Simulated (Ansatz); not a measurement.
## HfO$_{2}$: experiment and calculation

**Measured values to compare with.**

“Temperature dependence of self-trapped exciton luminescence in nanostructured hafnia powder”, 2021, arxiv:2112.02602 quotes, for a bulk crystal of HfO2: band gap 5.54 eV (indirect).

The runs below are set against these values where they give the same quantity.

Level of theory: DFT r2SCAN, scalar-relativistic, plane waves, PAW (Ansatz 0.2.0).

Settings: cutoff 500 eV, Γ-centred mesh 6×6×6 on the computed 12-atom cell, Gaussian smearing of 0.02 eV; no spin polarisation.

Relaxed structure, symmetry kept:

Space group P2_1/c (No. 14). a = 5.114 Å, b = 5.182 Å, c = 5.295 Å, α = 90.00°, β = 99.46°, γ = 90.00°
```json
{"atom": "Hf", "site": "4e", "symmetry": "1", "x": "0.2762", "y": "0.0418", "z": "0.2082"}
{"atom": "O", "site": "4e", "symmetry": "1", "x": "0.4480", "y": "0.7577", "z": "0.4785"}
{"atom": "O", "site": "4e", "symmetry": "1", "x": "0.0701", "y": "0.3338", "z": "0.3440"}
```

```json
{"Space group": "P2_1/c (No. 14)", "Volume per atom": "11.54 Å³", "Formation energy from the elements' standard states (uncorrected)": "-3.802 eV/atom", "Generalised Kohn–Sham band gap": "4.59 eV, indirect from Γ to Y2", "Löwdin character of the top 1 eV of the valence band": "O 2p 93 %", "Löwdin character of the lowest 1 eV of the conduction band": "Hf 5d 83 %, O 2p 11 %", "Electron masses at the edge by Cartesian direction of the standard setting (m_e; degenerate bands sorted by energy; no spin-orbit coupling)": "x: 1.2; y: 1.0; z: 3.0", "Hole masses at the edge by Cartesian direction of the standard setting (m_e; degenerate bands sorted by energy; no spin-orbit coupling)": "x: 8.0; y: 2.0; z: 2.1"}
```

Spin-orbit coupling is left out, which matters for the bands of heavy elements.

A measured band gap of HfO2 is 5.54 eV (indirect; quoted in the paper above); the calculated 4.59 eV misses it by -0.95 eV. Kohn–Sham gaps of semilocal functionals fall short of measured ones as a rule; spin-orbit coupling, left out here, would usually lower the calculated gap of a compound with heavy elements. Lattice constants aren't compared, since papers order the axes of such cells in different ways.